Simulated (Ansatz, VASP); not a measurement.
## WC (Qusongite) in VASP and in Ansatz

File INCAR:

```
  ALGO = Normal
  EDIFF = 1E-6
  ENCUT = 520
  GGA = PE
  ISIF = 2
  ISMEAR = 1
  LASPH = True
  LCHARG = True
  LELF = True
  LREAL = False
  LVHAR = True
  LWAVE = False
  NBANDS = 16
  NELM = 80
  PREC = Accurate
  SIGMA = 0.1
```

Contents of KPOINTS:

```
k-points
0
Gamma
  11 11 9
```

File POSCAR:

```
WC
1.0
    2.9820270534      0.0000000000      0.0000000000
   -1.4910135267      2.5825113512      0.0000000000
    0.0000000000      0.0000000000      2.9103106622
W C
1 1
Direct
    0.0000000000      0.0000000000      0.0000000000
    0.6666666667      0.3333333333      0.5000000000
```

Input for Ansatz:

```yaml
crystal:
  lattice:
    - [2.9820270534094915, 0.0, 0.0]
    - [-1.4910135267047457, 2.5825113511846522, 0.0]
    - [0.0, 0.0, 2.910310662205871]
  atoms:
    - { symbol: W, position: [0.0, 0.0, 0.0] }
    - { symbol: C, position: [0.6666666666666666, 0.3333333333333333, 0.5] }
basis:
  ecutwfc: 500.0
kpoints:
  mp_grid:
    grid: [11, 11, 9]
hamiltonian:
  xc: pbe
scf:
  convergence:
    dr2_threshold: 1.0e-07
  occupations:
    method: cold
    width: 0.1
output:
  stress: true
```

Alike in both runs: task single point; functional PBE; k mesh 11 × 11 × 9; no spin polarisation.

|  | VASP | Ansatz |
| --- | --- | --- |
| version | VASP 6.6.1 | Ansatz 0.2.0 |
| potentials or method | VASP PAW PBE potentials, release 64 (W_sv, C) | plane waves, PAW |
| plane-wave cutoff (eV) | 520 | 500 |
| occupations | methfessel-paxton of order 1, width 0.1 eV | cold, width 0.1 eV |
| valence electrons in the cell | 18 | 18 |

VASP gave:

* pressure (GPa): -20.4
* largest component of the traceless stress (GPa): 2.95

Problem. What did Ansatz give for the same quantities?

Solution. Pressure (GPa): -21.2; largest component of the traceless stress (GPa): 3.17.

Ansatz warned: «stress_scf_threshold_loose».

Caveats: so large a pressure means that the cell lies far from this level's equilibrium, or that cutoff or potentials fall short (VASP). The runs have no spin-orbit coupling, so splittings on W are missing.
